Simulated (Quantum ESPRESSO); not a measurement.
# SnSe (Fm-3m) in Quantum ESPRESSO: a series of runs, part 2 of 3

Quantum ESPRESSO 7.5. The steps go on from the part before.

## Step 3: Dielectric tensor, BLYP

Input file pw.in:

```
&CONTROL
  calculation = 'scf'
  prefix = 'pwscf'
  outdir = './tmp'
  pseudo_dir = './pseudo'
  tprnfor = .true.
  tstress = .true.
  disk_io = 'low'
/
&SYSTEM
  ibrav = 0
  A = 4.25678282
  nat = 2
  ntyp = 2
  ecutwfc = 68
  ecutrho = 544
  nbnd = 16
  input_dft = 'blyp'
  occupations = 'smearing'
  smearing = 'fd'
  degauss = 0.00367493
/
&ELECTRONS
  conv_thr = 4d-10
  electron_maxstep = 120
  mixing_beta = 0.5
/
ATOMIC_SPECIES
Sn   118.7100 sn_pbe_v1.4.uspp.F.UPF
Se    78.9710 se_pbe_v1.uspp.F.UPF
CELL_PARAMETERS alat
   0.0000000000    0.7071067816    0.7071067816
   0.7071067816    0.0000000000    0.7071067816
   0.7071067816    0.7071067816    0.0000000000
ATOMIC_POSITIONS alat
Sn     0.0000000000    0.0000000000    0.0000000000
Se     0.7071067816    0.7071067816    0.7071067816
K_POINTS automatic
6 6 6 1 1 1
```

Input file gamma.in:

```
&CONTROL
  calculation = 'bands'
  prefix = 'pwscf'
  outdir = './tmp'
  pseudo_dir = './pseudo'
  disk_io = 'low'
  verbosity = 'high'
/
&SYSTEM
  ibrav = 0
  A = 4.25678282
  nat = 2
  ntyp = 2
  ecutwfc = 68
  ecutrho = 544
  nbnd = 16
  input_dft = 'blyp'
  occupations = 'smearing'
  smearing = 'fd'
  degauss = 0.00367493
/
&ELECTRONS
  conv_thr = 1d-08
  electron_maxstep = 120
  mixing_beta = 0.5
  diago_full_acc = .true.
  startingwfc = 'random'
/
ATOMIC_SPECIES
Sn   118.7100 sn_pbe_v1.4.uspp.F.UPF
Se    78.9710 se_pbe_v1.uspp.F.UPF
CELL_PARAMETERS alat
   0.0000000000    0.7071067816    0.7071067816
   0.7071067816    0.0000000000    0.7071067816
   0.7071067816    0.7071067816    0.0000000000
ATOMIC_POSITIONS alat
Sn     0.0000000000    0.0000000000    0.0000000000
Se     0.7071067816    0.7071067816    0.7071067816
K_POINTS crystal
1
0.0 0.0 0.0 1
```

Input file scf2.in:

```
&CONTROL
  calculation = 'scf'
  prefix = 'pwscf'
  outdir = './tmp'
  pseudo_dir = './pseudo'
  tprnfor = .true.
  tstress = .true.
  disk_io = 'low'
/
&SYSTEM
  ibrav = 0
  A = 4.25678282
  nat = 2
  ntyp = 2
  ecutwfc = 68
  ecutrho = 544
  nbnd = 16
  input_dft = 'blyp'
  occupations = 'fixed'
/
&ELECTRONS
  conv_thr = 1d-13
  electron_maxstep = 120
  mixing_beta = 0.5
  startingpot = 'file'
/
ATOMIC_SPECIES
Sn   118.7100 sn_pbe_v1.4.uspp.F.UPF
Se    78.9710 se_pbe_v1.uspp.F.UPF
CELL_PARAMETERS alat
   0.0000000000    0.7071067816    0.7071067816
   0.7071067816    0.0000000000    0.7071067816
   0.7071067816    0.7071067816    0.0000000000
ATOMIC_POSITIONS alat
Sn     0.0000000000    0.0000000000    0.0000000000
Se     0.7071067816    0.7071067816    0.7071067816
K_POINTS automatic
6 6 6 1 1 1
```

Input file ph.in:

```
dielectric of SnSe
&INPUTPH
  prefix = 'pwscf'
  outdir = './tmp'
  tr2_ph = 1d-18
  fildyn = 'dyn'
  niter_ph = 90
  alpha_mix(1) = 0.7
  epsil = .true.
  trans = .false.
  zeu = .true.
/
0.0000000000 0.0000000000 0.0000000000
```

Potentials or basis: GBRV 1.5 PBE.

Launch:

```console
> OMP_NUM_THREADS=1 pw.x -in pw.in > pw.out
> OMP_NUM_THREADS=1 pw.x -in gamma.in > gamma.out
> OMP_NUM_THREADS=1 pw.x -in scf2.in > scf2.out
> OMP_NUM_THREADS=1 ph.x -in ph.in > ph.out
```

pw.out:

```text
This program is part of the open-source Quantum ESPRESSO suite
     for quantum simulation of materials; please cite
         "P. Giannozzi et al., J. Phys.:Condens. Matter 21 395502 (2009);
         "P. Giannozzi et al., J. Phys.:Condens. Matter 29 465901 (2017);
         "P. Giannozzi et al., J. Chem. Phys. 152 154105 (2020);
     in publications or presentations arising from this work. More details at

     IMPORTANT: XC functional enforced from input :
     Exchange-correlation= BLYP
                           (   1   3   1   3   0   0   0)
     Any further DFT definition will be discarded
     Please, verify this is what you really want

     Message from routine setup:
     using ibrav=0 with symmetry is DISCOURAGED, use correct ibrav instead

     G-vector sticks info
     --------------------
     sticks:   dense  smooth     PW     G-vecs:    dense   smooth      PW
     Sum        2407    1213    361                78679    27941    4573

     Using Slab Decomposition

     bravais-lattice index     =            0
     lattice parameter (alat)  =       8.0442  a.u.
     unit-cell volume          =     368.0663 (a.u.)^3
     number of atoms/cell      =            2
     number of atomic types    =            2
     number of electrons       =        20.00
     number of Kohn-Sham states=           16
     kinetic-energy cutoff     =      68.0000  Ry
     charge density cutoff     =     544.0000  Ry
     scf convergence threshold =      4.0E-10
     mixing beta               =       0.5000
     number of iterations used =            8  plain     mixing
     Exchange-correlation= BLYP
                           (   1   3   1   3   0   0   0)

     celldm(1)=   8.044154  celldm(2)=   0.000000  celldm(3)=   0.000000
     celldm(4)=   0.000000  celldm(5)=   0.000000  celldm(6)=   0.000000

[... 8 lines left out ...]
               b(3) = (  0.707107  0.707107 -0.707107 )

     PseudoPot. # 1 for Sn read from file:
     sn_pbe_v1.4.uspp.F.UPF
     Pseudo is Ultrasoft + core correction, Zval = 14.0
     Generated by new atomic code, or converted to UPF format
     Using radial grid of  891 points,  6 beta functions with:
                l(1) =   0
                l(2) =   0
                l(3) =   1
                l(4) =   1
                l(5) =   2
                l(6) =   2
[... 28 lines left out ...]

     number of k points=    28  Fermi-Dirac smearing, width (Ry)=  0.0037
                       cart. coord. in units 2pi/alat
        k(    1) = (   0.0589256   0.0589256   0.0589256), wk =   0.0185185
        k(    2) = (   0.1767767   0.1767767  -0.0589256), wk =   0.0555556
        k(    3) = (   0.2946278   0.2946278  -0.1767767), wk =   0.0555556
        k(    4) = (  -0.2946278  -0.2946278   0.4124790), wk =   0.0555556
        k(    5) = (  -0.1767767  -0.1767767   0.2946278), wk =   0.0555556
        k(    6) = (  -0.0589256  -0.0589256   0.1767767), wk =   0.0555556
[... 20 lines left out ...]
        k(   27) = (   0.2946278   0.2946278   0.2946278), wk =   0.0185185
        k(   28) = (  -0.2946278  -0.2946278   0.8838835), wk =   0.0555556

     Dense  grid:    78679 G-vectors     FFT dimensions: (  60,  60,  60)

     Smooth grid:    27941 G-vectors     FFT dimensions: (  45,  45,  45)

     Initial potential from superposition of free atoms

     starting charge      18.9999, renormalised to      20.0000
     Starting wfcs are   13 randomized atomic wfcs +    3 random wfcs

     Self-consistent Calculation

     iteration #  1     ecut=    68.00 Ry     beta= 0.50
     Davidson diagonalization with overlap
     ethr =  1.00E-02,  avg # of iterations =  8.9

     total energy              =    -202.34409185 Ry
     estimated scf accuracy    <       0.66617541 Ry
[... 19 lines left out ...]
     total energy              =    -202.51996343 Ry
     estimated scf accuracy    <       0.00036239 Ry

     iteration #  5     ecut=    68.00 Ry     beta= 0.50
     Davidson diagonalization with overlap
     c_bands:  1 eigenvalues not converged
     ethr =  1.81E-06,  avg # of iterations =  4.0

     total energy              =    -202.52002776 Ry
     estimated scf accuracy    <       0.00000613 Ry

     iteration #  6     ecut=    68.00 Ry     beta= 0.50
     Davidson diagonalization with overlap
     ethr =  3.06E-08,  avg # of iterations =  7.8
[... 18 lines left out ...]
     iteration #  9     ecut=    68.00 Ry     beta= 0.50
     Davidson diagonalization with overlap
     ethr =  4.09E-10,  avg # of iterations =  2.0

     End of self-consistent calculation

          k = 0.0589 0.0589 0.0589 (  3500 PWs)   bands (ev):

   -13.2347 -13.2347 -13.2341 -13.2334 -13.2334  -5.3732   2.9614   6.2783
     6.2783   6.4829  12.2573  12.3162  12.3162  14.5609  14.7269  14.7269
[... 73 lines left out ...]
   -13.2602 -13.2396 -13.2276 -13.2180 -13.2177  -4.2616   1.9991   3.3416
     4.9326   5.0572  11.9701  13.3824  13.4807  14.1450  19.2936  20.3705

          k =-0.5303 0.1768-0.0589 (  3474 PWs)   bands (ev):

   -13.2530 -13.2361 -13.2315 -13.2217 -13.2198  -4.4002   1.3621   4.4309
     4.8606   6.2209  11.4249  12.4552  12.8044  13.8600  18.8299  19.3817

          k =-0.4125 0.0589 0.0589 (  3490 PWs)   bands (ev):
[... 51 lines left out ...]
   -13.2450 -13.2389 -13.2300 -13.2240 -13.2219  -4.4252   0.6060   5.0685
     6.1729   7.4832   9.7851  10.2960  11.9539  16.2868  17.2339  17.8541

     the Fermi energy is     8.7025 ev

!    total energy              =    -202.52004031 Ry
     estimated scf accuracy    <          1.4E-10 Ry
     smearing contrib. (-TS)   =      -0.00000178 Ry
     internal energy E=F+TS    =    -202.52003853 Ry

     The total energy is F=E-TS. E is the sum of the following terms:
     one-electron contribution =     -65.84936876 Ry
     hartree contribution      =      45.23082239 Ry
     xc contribution           =     -72.30703474 Ry
     ewald contribution        =    -109.59445741 Ry

     convergence has been achieved in   9 iterations

     Forces acting on atoms (cartesian axes, Ry/au):

     atom    1 type  1   force =     0.00000000    0.00000000    0.00000000
     atom    2 type  2   force =     0.00000000   -0.00000000   -0.00000000

     Total force =     0.000000     Total SCF correction =     0.000000

     Computing stress (Cartesian axis) and pressure

          total   stress  (Ry/bohr**3)                   (kbar)     P=       48.66
   0.00033077  -0.00000000  -0.00000000           48.66       -0.00       -0.00
  -0.00000000   0.00033077  -0.00000000           -0.00       48.66       -0.00
  -0.00000000  -0.00000000   0.00033077           -0.00       -0.00       48.66

=------------------------------------------------------------------------------=
   JOB DONE.
=------------------------------------------------------------------------------=
```

gamma.out:

```text
This program is part of the open-source Quantum ESPRESSO suite
     for quantum simulation of materials; please cite
         "P. Giannozzi et al., J. Phys.:Condens. Matter 21 395502 (2009);
         "P. Giannozzi et al., J. Phys.:Condens. Matter 29 465901 (2017);
         "P. Giannozzi et al., J. Chem. Phys. 152 154105 (2020);
     in publications or presentations arising from this work. More details at
[... 597 lines left out ...]

   -13.2342 -13.2342 -13.2342 -13.2341 -13.2341  -5.4216   3.2273   6.2681
     6.2681   6.2681  12.6590  12.6590  12.6590  14.5600  14.5600  14.5600

=------------------------------------------------------------------------------=
   JOB DONE.
=------------------------------------------------------------------------------=
```

scf2.out:

```text
This program is part of the open-source Quantum ESPRESSO suite
     for quantum simulation of materials; please cite
         "P. Giannozzi et al., J. Phys.:Condens. Matter 21 395502 (2009);
         "P. Giannozzi et al., J. Phys.:Condens. Matter 29 465901 (2017);
         "P. Giannozzi et al., J. Chem. Phys. 152 154105 (2020);
[... 344 lines left out ...]
  -0.00000000   0.00033125  -0.00000000           -0.00       48.73       -0.00
  -0.00000000  -0.00000000   0.00033125           -0.00       -0.00       48.73

=------------------------------------------------------------------------------=
   JOB DONE.
=------------------------------------------------------------------------------=
```

Wall time 4.9 min (1 thread of Intel Xeon 6975P-C (Granite Rapids), shared host); peak memory 0.34 GiB.

Results:

```yaml
Free_energy: -2755.4255 eV
Pressure: 4.9 GPa
Electronic_dielectric_tensor_diagonal: 34.42
Born_charges_mean_of_the_diagonal: Sn +5.90; Se -5.91 e
```

Electronic dielectric tensor:
```
34.42  0.00  0.00
 0.00 34.42  0.00
 0.00  0.00 34.42
```

Born effective charge tensors (e):
atom 1, Sn
```
5.90 0.00 0.00
0.00 5.90 0.00
0.00 0.00 5.90
```
atom 2, Se
```
-5.91  0.00  0.00
 0.00 -5.91  0.00
 0.00  0.00 -5.91
```

Caveat: the potentials were made for another functional, which shifts forces and pressure; the cell is more than 3 GPa from zero pressure, which shifts response properties.

(Continued in part 3 of 3.)
